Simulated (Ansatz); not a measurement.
SiC built on the zincblende prototype, relaxed with r2SCAN in the PAW code Ansatz. Space group F-43m (No. 216), cubic; conventional cell a = 4.356 Å, 10.33 Å³ an atom. Around Si lie 4 C at 1.89 Å; around C lie 4 Si at 1.89 Å.

The axes x, y and z are those of this cell:
```
Si C
1.0
     0.00000    2.17805    2.17805
     2.17805    0.00000    2.17805
     2.17805    2.17805    0.00000
Si C
1 1
Direct
  0.00000 0.00000 0.00000
  0.25000 0.25000 0.25000
```

Unstrained: With PBE the valence top lies at Γ and the conduction bottom at X, 1.358 eV higher; the smallest vertical gap, at X, is 4.547 eV. r2SCAN gives an indirect gap of 1.713 eV, from Γ to X; the least direct gap is 5.048 eV at X. With HSE06 the valence top lies at Γ and the conduction bottom at X, 2.227 eV higher; the smallest vertical gap, at X, is 5.720 eV. Meshes: PBE 10×10×10, r2SCAN 10×10×10, HSE06 8×8×8. Strains are changes of length per length. After each strain the atoms were relaxed again with r2SCAN within the symmetry that the strain leaves, so tilts or polar shifts that break it weren't tested; points keep the names that they have in the unstrained zone. No spin polarisation and no zero-point or thermal motion.

Q: Estimate what uniaxial +2.0 % along z, other directions held does to the gap.

A: PBE: the gap goes from 1.358 to 1.273 eV (-0.085 eV); the X points, equivalent before, split by 177 meV, and the conduction bottom lies at those like (0, 1/2, 1/2); with r2SCAN the top three valence levels at Γ, degenerate before, become 2+1 from the top over 144 meV. r2SCAN: the gap goes from 1.713 to 1.618 eV (-0.095 eV); the X points, equivalent before, split by 185 meV, and the conduction bottom lies at those like (0, 1/2, 1/2). HSE06: the gap goes from 2.227 to 2.131 eV (-0.096 eV); the X points, equivalent before, split by 184 meV, and the conduction bottom lies at those like (0, 1/2, 1/2). The r2SCAN energy rises by 5.2 meV an atom.

Q: Estimate what uniaxial -4.0 % along z, other directions held does to the gap.

A: PBE: the gap goes from 1.358 to 0.897 eV (-0.461 eV); with r2SCAN the top three valence levels at Γ, degenerate before, become 1+2 from the top over 272 meV. r2SCAN: the gap goes from 1.713 to 1.248 eV (-0.465 eV). HSE06: the gap goes from 2.227 to 1.762 eV (-0.465 eV). The r2SCAN energy rises by 21.7 meV an atom.

Q: Estimate what uniaxial +3.0 % along z, other directions held does to the gap.

A: PBE: the gap goes from 1.358 to 1.231 eV (-0.127 eV); the X points, equivalent before, split by 263 meV, and the conduction bottom lies at those like (0, 1/2, 1/2); with r2SCAN the top three valence levels at Γ, degenerate before, become 2+1 from the top over 217 meV. r2SCAN: the gap goes from 1.713 to 1.572 eV (-0.141 eV); the X points, equivalent before, split by 274 meV, and the conduction bottom lies at those like (0, 1/2, 1/2). HSE06: the gap goes from 2.227 to 2.084 eV (-0.143 eV); the X points, equivalent before, split by 272 meV, and the conduction bottom lies at those like (0, 1/2, 1/2). The r2SCAN energy rises by 11.8 meV an atom.

Q: Apply uniaxial -3.0 % along z, other directions held. How far does the gap move, against the unstrained cell?

A: PBE: the gap goes from 1.358 to 1.013 eV (-0.345 eV); with r2SCAN the top three valence levels at Γ, degenerate before, become 1+2 from the top over 206 meV. r2SCAN: the gap goes from 1.713 to 1.364 eV (-0.349 eV). HSE06: the gap goes from 2.227 to 1.879 eV (-0.348 eV). The r2SCAN energy rises by 12.2 meV an atom.

Q: Estimate what uniaxial -1.0 % along z, other directions held does to the gap.

A: PBE: the gap goes from 1.358 to 1.243 eV (-0.115 eV); with r2SCAN the top three valence levels at Γ, degenerate before, become 1+2 from the top over 70 meV. r2SCAN: the gap goes from 1.713 to 1.597 eV (-0.116 eV). HSE06: the gap goes from 2.227 to 2.111 eV (-0.116 eV). The r2SCAN energy rises by 1.4 meV an atom.

Q: Estimate what uniaxial -2.0 % along z, other directions held does to the gap.

A: PBE: the gap goes from 1.358 to 1.128 eV (-0.230 eV); with r2SCAN the top three valence levels at Γ, degenerate before, become 1+2 from the top over 139 meV. r2SCAN: the gap goes from 1.713 to 1.480 eV (-0.233 eV). HSE06: the gap goes from 2.227 to 1.995 eV (-0.232 eV). The r2SCAN energy rises by 5.4 meV an atom.

Q: Estimate what uniaxial +4.0 % along z, other directions held does to the gap.

A: PBE: the gap goes from 1.358 to 1.190 eV (-0.168 eV); the X points, equivalent before, split by 346 meV, and the conduction bottom lies at those like (0, 1/2, 1/2); with r2SCAN the top three valence levels at Γ, degenerate before, become 2+1 from the top over 292 meV. r2SCAN: the gap goes from 1.713 to 1.527 eV (-0.186 eV); the X points, equivalent before, split by 361 meV, and the conduction bottom lies at those like (0, 1/2, 1/2). HSE06: the gap goes from 2.227 to 2.038 eV (-0.189 eV); the X points, equivalent before, split by 359 meV, and the conduction bottom lies at those like (0, 1/2, 1/2). The r2SCAN energy rises by 20.9 meV an atom.

Q: Estimate what uniaxial +1.0 % along z, other directions held does to the gap.

A: PBE: the gap goes from 1.358 to 1.315 eV (-0.043 eV); the X points, equivalent before, split by 90 meV, and the conduction bottom lies at those like (0, 1/2, 1/2); with r2SCAN the top three valence levels at Γ, degenerate before, become 2+1 from the top over 71 meV. r2SCAN: the gap goes from 1.713 to 1.665 eV (-0.048 eV); the X points, equivalent before, split by 93 meV, and the conduction bottom lies at those like (0, 1/2, 1/2). HSE06: the gap goes from 2.227 to 2.178 eV (-0.049 eV); the X points, equivalent before, split by 93 meV, and the conduction bottom lies at those like (0, 1/2, 1/2). The r2SCAN energy rises by 1.3 meV an atom.

The meshes of the hybrids are coarse, so their gaps aren't converged to the digits shown.

The splittings at Γ are without spin-orbit coupling, which regroups them where it is of like size.
